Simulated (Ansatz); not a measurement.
# Cu: the cost of one run

Computed with Ansatz 0.2.0 (DFT PBEsol, scalar-relativistic, plane waves, PAW, unless a step's input says otherwise).

2 further runs of the same task are left out: 2 set aside as unsound or not needed.

**1. The structure to begin with**

The structure is tetragonal, space group I4/mmm (No. 139). The conventional cell has a = 2.890 Å, b = 2.890 Å, c = 2.720 Å, α = 90.00°, β = 90.00°, γ = 90.00°. Cu (site symmetry 4/mmm) has 10 Cu at 2.45 to 2.72 Å as nearest neighbours.

As a file:

```
Cu
1.0
    -1.44509    1.44509    1.36001
     1.44509   -1.44509    1.36001
     2.89018    2.89018    0.00000
Cu
2
Direct
  0.00000 0.00000 0.00000
  0.50000 0.50000 0.50000
```

It goes back to an entry of the Materials Project, which need not be the stable form.

It is built from the cell relaxed beforehand with the same method (11.36 Å³/atom).

**2. The undisturbed cell**

Contents of input.yaml:

```yaml
crystal:
  lattice:
    - [-1.4450917292, 1.4450917292, 1.3600072005]
    - [1.4450917292, -1.4450917292, 1.3600072005]
    - [2.8901834585, 2.8901834585, 0.0]
  atoms:
    - { symbol: Cu, position: [0.0, 0.0, 0.0] }
    - { symbol: Cu, position: [0.5, 0.5, 0.5] }
basis:
  ecutwfc: 420
kpoints:
  mp_grid: { grid: [14, 14, 8] }
hamiltonian:
  xc: pbesol
scf:
  occupations: { method: gaussian, width: 0.15 }
output:
  forces: true
  stress: true
  eigenvalues: true
```

Command:

```bash
$ ansatz run input.yaml --threads 1 --pin off --max-ram 2560MiB --backend cpu --events-out ev --progress --plain --runs-dir out
```

**Question.** How long does this run take on 1 thread of Intel Xeon 6975P-C (Granite Rapids), shared host, and how much memory does it need?

About 3.5 s, with a peak of 0.43 GiB.
